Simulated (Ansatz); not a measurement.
Band structure of IrO$_{2}$

```
Ir O
1.0
     4.49900    0.00000    0.00000
     0.00000    4.49900    0.00000
     0.00000    0.00000    3.14600
Ir O
2 4
Cartesian
  0.0000 0.0000 0.0000
  2.2495 2.2495 1.5730
  1.3992 1.3992 0.0000
  0.8503 3.6487 1.5730
  3.0998 3.0998 0.0000
  3.6487 0.8503 1.5730
```

Atoms are numbered in the order listed.

The geometry is COD entry 1538153, unchecked; take it as a test cell. It is an old determination, and later ones may differ.

No spin–orbit coupling, which matters for the heavy atoms here.

The calculation used DFT, PBE, all-electron LAPW, scalar-relativistic (Ansatz 0.2.0).

Settings: a Γ-centred 8×8×11 k mesh, Fermi–Dirac smearing of 0.05 eV, basis error target 0.5 meV/atom, no spin polarisation.

Points in fractions of the reciprocal vectors of this cell: Γ (0, 0, 0), X (0, 0.5, 0), M (0.5, 0.5, 0), Z (0, 0, 0.5), R (0, 0.5, 0.5), A (0.5, 0.5, 0.5). The path joins them by straight lines in the order Γ–X–M–Γ–Z–R–A–Z–X; legs that retrace an earlier one aren't tabulated. Energies are in eV from the Fermi level.

Problem. List the levels at M between -8 and 6 eV.

Solution. -5.33 (×2), -5.32 (×2), -4.42 (×2), -3.60 (×2), -2.48 (×2), -2.40 (×2), 0.20 (×2), 2.53 (×2), 4.38 (×2).

Problem. List the levels at A between -8 and 6 eV.

Solution. -7.94 (×2), -7.53 (×2), -5.72 (×2), -4.32 (×2), -3.40 (×2), -1.85 (×2), -1.34 (×2), -0.42 (×2), 2.42 (×2), 3.14 (×2).

Problem. List the levels at R between -8 and 6 eV.

Solution. -7.82 (×2), -6.22 (×2), -5.58 (×2), -5.20 (×2), -3.45 (×2), -2.80 (×2), -1.81 (×2), 0.56 (×2), 1.26 (×2), 4.58 (×2).

Problem. What is the band gap?

Solution. none: bands cross the Fermi level, a metal.
